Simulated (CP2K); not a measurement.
The system is Nb.

```
CELL_PARAMETERS angstrom
2.88205 0.00000 0.00000
-0.96068 2.71722 0.00000
-0.96068 -1.35861 2.35318
ATOMIC_POSITIONS crystal
Nb 0.00000 0.00000 0.00000
```

Base run:

- Program: CP2K 2026.2
- Functional: optB88-vdW
- Potentials or basis: POTENTIAL_UZH Nb GTH-PBE-q13; TZVP-MOLOPT-PBE-GTH basis
- Density cutoff: 9184 eV
- k mesh: 11 × 11 × 11
- Occupations: fermi-dirac, width 0.05 eV
- Spin: no spin polarisation

Its results: band gap on the k mesh none (metal or under the smearing width); pressure -1.7 GPa.

Question: After a change of settings the same cell gave: band gap on the k mesh none (metal or under the smearing width); pressure -38.1 GPa. Which change was it?
A. functional from optB88-vdW to PBEsol
B. functional from optB88-vdW to HLE16
C. functional from optB88-vdW to LDA
D. functional from optB88-vdW to vdW-DF2

Answer: B.

Caveats: the potentials were made for another functional, which shifts forces and pressure; the basis of atomic orbitals isn't converged, which shifts pressures, moduli and gaps; the potentials were made for a functional far from this one (some runs); the cell as given lies far from equilibrium (some runs).
